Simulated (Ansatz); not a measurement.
# HfS2: the band gap up the ladder of functionals

The task here is to estimate one member of a computed series from the others.

The runs shown are made with Ansatz 0.2.0. PAW datasets, plane waves. Calculated at 0 K for a non-magnetic cell.

## The system as given

The cell was relaxed beforehand with r2SCAN+rVV10.

The symmetry is P-3m1 (No. 164, trigonal); conventional cell a = 3.630 Å, c = 5.879 Å, 22.36 Å³ an atom. Hf has 6 S at 2.54 Å; S has 3 Hf at 2.54 Å.

As a file:

```
CELL_PARAMETERS angstrom
3.63025 0.00000 0.00000
-1.81512 3.14388 0.00000
0.00000 0.00000 5.87871
ATOMIC_POSITIONS crystal
Hf 0.00000 0.00000 0.00000
S 0.66667 0.33333 0.75538
S 0.33333 0.66667 0.24462
```

The first run:

Input file input.yaml:

```yaml
crystal:
  lattice:
    - [3.6302450468, 0.0, 0.0]
    - [-1.8151225234, 3.1438844325, 0.0]
    - [0.0, 0.0, 5.8787062933]
  atoms:
    - { symbol: Hf, position: [0.0, 0.0, 0.0] }
    - { symbol: S, position: [0.6666666667, 0.3333333333, 0.7553800778] }
    - { symbol: S, position: [0.3333333333, 0.6666666667, 0.2446199222] }
kpoints:
  mp_grid: { grid: [12, 12, 4] }
  band_path:
    path:
      - [[0.0, 0.0, 0.0], [0.5, -1.752045453198e-17, 3.485729965621e-18], [0.3333333333333, 0.3333333333333, 3.485729965621e-18], [0.0, 0.0, 0.0], [-7.072843411794e-36, -7.616030877082e-35, 0.5], [0.5, -1.752045453198e-17, 0.5], [0.3333333333333, 0.3333333333333, 0.5], [-7.072843411794e-36, -7.616030877082e-35, 0.5]]
      - [[0.5, -1.752045453198e-17, 0.5], [0.5, -1.752045453198e-17, 3.485729965621e-18]]
      - [[0.3333333333333, 0.3333333333333, 0.5], [0.3333333333333, 0.3333333333333, 3.485729965621e-18]]
    npoints: 10
hamiltonian:
  xc: pbe
scf:
  occupations: { method: fermi_dirac, width: 0.02 }
  n_extra_bands: 4
output:
  forces: true
  stress: true
  eigenvalues: true
```

Run with:

```bash
$ ansatz run input.yaml --threads 2 --pin off --max-ram 2211MiB --backend cpu --events-out ev --progress --plain --runs-dir out
```

Steps of the session up to this table: Band structure with PBE; r2SCAN; HSE06 at the same geometry; Single point with PBE+SOC; Single point with PBE0; LDA; One-shot GW from PBE; Quasiparticle levels, G0W0@PBE; DDH-PBE0; HSE06+SOC; r2SCAN0 at the same geometry; r2SCANh at the same geometry.

One of the session's tables, all rows but one given; the rest of the session is left out.

| level | gap (eV) |
| --- | --- |
| PBE | 1.03 |
| r2SCAN | 1.34 |
| HSE06 | 1.85 |
| PBE+SOC | ? |
| PBE0 | 2.54 |
| LDA | 0.87 |
| G0W0@PBE (200 empty bands) | 1.90 |
| G0W0@PBE (497 empty bands) | 1.95 |
| DDH-PBE0 | 1.72 |
| HSE06+SOC | 1.84 |
| r2SCAN0 | 2.76 |
| r2SCANh | 1.90 |

Q: Estimate the row for PBE+SOC from the others.

As computed: gap (eV): 1.02. In the column «gap (eV)» it lies between LDA (0.87) and PBE (1.03).

Meshes: PBE 12×12×4, r2SCAN 12×12×4, HSE06 6×6×4, PBE+SOC 12×12×4, PBE0 6×6×4, LDA 12×12×4, DDH-PBE0 6×6×4, HSE06+SOC 6×6×2, r2SCAN0 6×6×4, r2SCANh 6×6×4

To keep in mind: Warnings in the runs' records: stress exchange threshold loose, stress scf threshold loose.
